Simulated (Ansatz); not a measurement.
A run of Ansatz 0.2.0 is set up as follows.

File input.yaml:

```yaml
crystal:
  lattice:
    - [0.0, 2.768834, 2.768834]
    - [2.768834, 0.0, 2.768834]
    - [2.768834, 2.768834, 0.0]
  atoms:
    - { symbol: In, position: [0.0, 0.0, 0.0] }
    - { symbol: P, position: [0.5, 0.5, 0.5] }
hamiltonian:
  xc: pbe
  pseudopotentials: { kind: paw }
kpoints:
  mp_grid: { grid: [8, 8, 8] }
scf:
  occupations: { method: gaussian, width: 0.028 }
output:
  forces: true
  stress: true
  eigenvalues: true
```

Potentials or basis: Ansatz PAW.

Command:

```bash
$ ansatz run input.yaml --threads 2 --pin off --max-ram 5632MiB --backend cpu --events-out ev --progress --plain --runs-dir out
```

(1) Estimate the band gap on the k mesh.

(2) Estimate the pressure.

Results:

(1) none (metal or under the smearing width).

(2) -0.1 GPa.
